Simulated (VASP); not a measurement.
# ZnSe (F-43m) in VASP: a series of runs, part 2 of 2

VASP 6.6.1. Earlier steps stand in the parts before.

**3. Born charges and dielectric tensor, PBE**

INCAR

```
PREC     = Accurate       # precision mode
ENCUT    = 520            # plane-wave cutoff, eV
EDIFF    = 1E-8           # SCF threshold, eV
ISMEAR   = 0              # smearing method
SIGMA    = 0.02           # smearing width, eV
LREAL    = False          # projectors in reciprocal space
LASPH    = True           # aspherical terms in the spheres
NELM     = 80             # most SCF steps
ALGO     = Normal         # electronic algorithm
ISIF     = 2              # what is computed and relaxed
LWAVE    = False          # write WAVECAR
LCHARG   = False          # write CHGCAR
GGA      = PE             # functional
LEPSILON = True           # dielectric tensor by DFPT
IBRION   = 8              # ionic algorithm
NSW      = 1              # ionic steps
```

KPOINTS

```
Automatic mesh
0
Gamma
  6 6 6
```

POSCAR

```
ZnSe                                    
1.0
   -0.0000000000      2.8704234382      2.8704234382
    2.8704234382      0.0000000000      2.8704234382
    2.8704234382      2.8704234382      0.0000000000
  Zn              Se            
     1     1
Direct
     0.0000000000000000    1.0000000000000000    1.0000000000000000
     0.2500000000000000    0.2500000000000000    0.2500000000000000
```

Potentials or basis: VASP PAW PBE potentials, release 64 (Zn, Se).

Run with:

```bash
> cat potpaw_PBE.64/Zn/POTCAR potpaw_PBE.64/Se/POTCAR > POTCAR
> mpirun -np 1 vasp_std > vasp.out
```

OUTCAR:

```text
PREC = Accurate
   ENCUT = 520
   EDIFF = 1E-8
   ISMEAR = 0
   LREAL = False
   LASPH = True
   NELM = 80
   ISIF = 2
   GGA = PE
   LEPSILON = True
   IBRION = 8
   NSW = 1

 ion  position               nearest neighbor table
   1  0.000  0.000  0.000-   2 2.49   2 2.49   2 2.49   2 2.49
   2  0.250  0.250  0.250-   1 2.49   1 2.49   1 2.49   1 2.49

  LATTYP: Found a face centered cubic cell.
 ALAT       =     5.7408468764

  Lattice vectors:

 A1 = (   0.0000000000,   2.8704234382,   2.8704234382)
 A2 = (   2.8704234382,   0.0000000000,   2.8704234382)
 A3 = (   2.8704234382,   2.8704234382,   0.0000000000)

Analysis of symmetry for initial positions (statically):
=====================================================================
 Subroutine PRICEL returns:
 Original cell was already a primitive cell.

 Routine SETGRP: Setting up the symmetry group for a
 face centered cubic supercell.

 Subroutine GETGRP returns: Found 24 space group operations
 (whereof 24 operations were pure point group operations)
 out of a pool of 48 trial point group operations.

The static configuration has the point symmetry T_d .

Analysis of symmetry for dynamics (positions and initial velocities):
=====================================================================
 Subroutine PRICEL returns:
 Original cell was already a primitive cell.

 Routine SETGRP: Setting up the symmetry group for a
 face centered cubic supercell.

 Subroutine GETGRP returns: Found 24 space group operations
 (whereof 24 operations were pure point group operations)
 out of a pool of 48 trial point group operations.

The dynamic configuration has the point symmetry T_d .

 Subroutine INISYM returns: Found 24 space group operations
 (whereof 24 operations are pure point group operations),
 and found     1 'primitive' translations

----------------------------------------------------------------------------------------

                                     Primitive cell

  volume of cell :      47.3007

  direct lattice vectors                    reciprocal lattice vectors
     0.000000000  2.870423438  2.870423438    -0.174190328  0.174190328  0.174190328
     2.870423438  0.000000000  2.870423438     0.174190328 -0.174190328  0.174190328
     2.870423438  2.870423438  0.000000000     0.174190328  0.174190328 -0.174190328

  length of vectors
     4.059391756  4.059391756  4.059391756     0.301706498  0.301706498  0.301706498

  position of ions in fractional coordinates (direct lattice)
     0.000000000  0.000000000  0.000000000
     0.250000000  0.250000000  0.250000000

  ion indices of the primitive-cell ions
   primitive index   ion index
                 1           1
                 2           2

[... 430 lines left out ...]
     0.00006 -0.78181  0.00000
    -0.78181  0.00006  0.00000
     0.00000  0.00000 -0.00068

--------------------------------------- Ionic step        4  -------------------------------------------

------------------------ aborting loop because EDIFF is reached ----------------------------------------

[... ionic steps 5 to 6 ...]

--------------------------------------- Ionic step        7  -------------------------------------------

 Free energy of the ion-electron system (eV)
  ---------------------------------------------------
  ---------------------------------------------------
  free energy    TOTEN  =        -0.08278360 eV

  energy without entropy =       -0.08278360

------------------------ aborting loop because EDIFF is reached ----------------------------------------

 INTERNAL STRAIN TENSOR  FOR ION    2  DIRECTION 1   (eV/Angst):
 -----------------------------------------------------------------------------
     0.03297  0.00000  0.00000
     0.00000 -0.00748 -4.36347
     0.00000 -4.36347 -0.00748

 MACROSCOPIC STATIC DIELECTRIC TENSOR (including local field effects in DFT)
 ------------------------------------------------------
           9.598220    -0.000000     0.000000
           0.000000     9.598220    -0.000000
           0.000000    -0.000000     9.598220
 ------------------------------------------------------

 PIEZOELECTRIC TENSOR (including local field effects)  for field in x, y, z        (e  Angst)
          XX          YY          ZZ          XY          YZ          ZX
  --------------------------------------------------------------------------------
  x     0.00000     0.00000     0.00000     0.00000    -2.33173     0.00000
  y    -0.00000     0.00000    -0.00000    -0.00000     0.00000    -2.33173
  z    -0.00000    -0.00000     0.00000    -2.33173    -0.00000     0.00000

 PIEZOELECTRIC TENSOR (including local field effects)  for field in x, y, z        (C/m^2)
          XX          YY          ZZ          XY          YZ          ZX
  --------------------------------------------------------------------------------
  x     0.00000     0.00000     0.00000     0.00000    -0.78981     0.00000
  y    -0.00000     0.00000    -0.00000    -0.00000     0.00000    -0.78981
  z    -0.00000    -0.00000     0.00000    -0.78981    -0.00000     0.00000

 BORN EFFECTIVE CHARGES (including local field effects) (in |e|, cummulative output)
 ---------------------------------------------------------------------------------
 ion    1
    1     2.25607     0.00000     0.00000
    2     0.00000     2.25607     0.00000
    3     0.00000     0.00000     2.25607
 ion    2
    1    -2.25607     0.00000     0.00000
    2     0.00000    -2.25607     0.00000
    3     0.00000     0.00000    -2.25607

 INTERNAL STRAIN TENSOR FOR ION    2 for displacements in x,y,z  (eV/Angst):
          X           Y           Z          XY          YZ          ZX
  --------------------------------------------------------------------------------
  x    -0.00000     0.00000     0.00000     0.00000    -4.36347     0.00000
  y     0.00000    -0.00000     0.00000     0.00000     0.00000    -4.36347
  z     0.00000     0.00000    -0.00000    -4.36347     0.00000     0.00000

 SECOND DERIVATIVES (NOT SYMMETRIZED)
 ------------------------------------
               1X          1Y          1Z          2X          2Y          2Z
  1X    -5.031448    0.000000    0.000000    5.031448    0.000000    0.000000
  1Y     0.000000   -5.031448    0.000000    0.000000    5.031448    0.000000
  1Z     0.000000    0.000000   -5.031448    0.000000    0.000000    5.031448
  2X     4.993234    0.000000    0.000000   -4.993234    0.000000    0.000000
  2Y     0.000000    4.993234    0.000000    0.000000   -4.993234    0.000000
  2Z     0.000000    0.000000    4.993234    0.000000    0.000000   -4.993234

 Eigenvectors and eigenvalues of the dynamical matrix
 ----------------------------------------------------

   1 f  =    5.853273 THz    36.777199 2PiTHz  195.244170 cm-1    24.207181 meV
             X         Y         Z           dx          dy          dz
      0.000000  0.000000  0.000000     0.000000    0.740872    0.000000
      1.435212  1.435212  1.435212     0.000000   -0.671646    0.000000
[... 21 lines left out ...]
   6 f/i=    0.011103 THz     0.069761 2PiTHz    0.370348 cm-1     0.045917 meV
             X         Y         Z           dx          dy          dz
      0.000000  0.000000  0.000000     0.000000    0.000000   -0.671646
      1.435212  1.435212  1.435212     0.000000    0.000000   -0.740872

--------------------------------------------------------------------------------------------------------

 MACROSCOPIC STATIC DIELECTRIC TENSOR IONIC CONTRIBUTION
 ------------------------------------------------------
           3.884731     0.000000     0.000000
           0.000000     3.884731     0.000000
           0.000000     0.000000     3.884731
 ------------------------------------------------------

 ELASTIC MODULI CONTR FROM IONIC RELAXATION (kBar)
 Direction    XX          YY          ZZ          XY          YZ          ZX
 --------------------------------------------------------------------------------
 XX          -0.0000     -0.0000     -0.0000     -0.0000     -0.0000     -0.0000
 YY          -0.0000     -0.0000     -0.0000     -0.0000     -0.0000      0.0000
 ZZ          -0.0000     -0.0000     -0.0000     -0.0000     -0.0000     -0.0000
 XY          -0.0000     -0.0000     -0.0000   -128.9713     -0.0000     -0.0000
 YZ          -0.0000     -0.0000     -0.0000     -0.0000   -128.9713     -0.0000
 ZX          -0.0000      0.0000     -0.0000     -0.0000     -0.0000   -128.9713
 --------------------------------------------------------------------------------

 PIEZOELECTRIC TENSOR IONIC CONTR  for field in x, y, z        (C/m^2)
          XX          YY          ZZ          XY          YZ          ZX
  --------------------------------------------------------------------------------
  x     0.00000     0.00000     0.00000     0.00000     0.66604     0.00000
  y     0.00000    -0.00000     0.00000    -0.00000     0.00000     0.66604
  z     0.00000     0.00000     0.00000     0.66604     0.00000     0.00000
```

Run time: 6.4 min. Hardware: 1 thread of AMD EPYC 7R43 (Zen 3), shared host; peak memory 0.2 GiB.

Results:

| Property | Result |
| --- | --- |
| Band gap on the k mesh | 1.14 eV, direct |
| Electronic dielectric tensor (diagonal) | 9.60 |
| Born charges (mean of the diagonal) | Zn +2.26; Se -2.26 e |
| Highest phonon frequency at Γ, LO-TO splitting left out | 195 cm⁻¹ |

Levels at points of the mesh, in eV from the valence-band top:
```csv
k point,band 6,band 7,band 8,band 9,band 10,band 11,band 12,band 13
"(0.00, 0.00, 0.00)",-6.08,0.00,0.00,0.00,1.14,5.81,5.81,5.81
"(0.50, 0.00, 0.00)",-5.94,-4.99,-0.81,-0.81,2.47,6.38,6.38,8.46
"(0.50, 0.50, 0.00)",-5.92,-4.59,-2.05,-2.05,3.07,3.45,10.46,10.98
```

Phonon frequencies in cm⁻¹ (negative: imaginary):
| q point | frequencies |
| --- | --- |
| (0.000, 0.000, 0.000) | 0 0 0 195 195 195 |

Electronic dielectric tensor:
```
9.60 0.00 0.00
0.00 9.60 0.00
0.00 0.00 9.60
```

Born effective charge tensors (e):
atom 1, Zn
```
2.26 0.00 0.00
0.00 2.26 0.00
0.00 0.00 2.26
```
atom 2, Se
```
-2.26  0.00  0.00
 0.00 -2.26  0.00
 0.00  0.00 -2.26
```

**4. Comparison with measurements**

Step 2. A measured gap of ZnSe is 2.695 eV (an exciton energy, a little under the gap; 300 K; “Alloy Disordering Effects on the Thermal Conductivity and Energy Gap Temperature Dependence of Cd1−xZnxSe Ternary Crystals Grown by the Bridgman Method”, 2023, pmc:10253836); the calculated 1.14 eV misses it by -1.56 eV. So large a miss can be the level of theory's own, or it may mean another phase, state or a wrong row. Spin-orbit coupling on Se is left out. The value is that of PBE, without temperature or zero-point motion. Semilocal functionals fall short of measured gaps as a rule.

Step 3. Against the measured gap of ZnSe, 2.695 eV (an exciton energy, a little under the gap; 300 K; “Alloy Disordering Effects on the Thermal Conductivity and Energy Gap Temperature Dependence of Cd1−xZnxSe Ternary Crystals Grown by the Bridgman Method”, 2023, pmc:10253836), the calculated 1.14 eV is off by -1.56 eV. So large a miss can be the level of theory's own, or it may mean another phase, state or a wrong row. Spin-orbit coupling on Se is left out. The value is that of PBE, without temperature or zero-point motion. Semilocal functionals fall short of measured gaps as a rule. A measured high-frequency dielectric constant of ZnSe is 5.9 (a printed reference work, textbook); the calculated 9.60 misses it by +62.7 %. So large a miss can be the level of theory's own, or it may mean another phase, state or a wrong row.
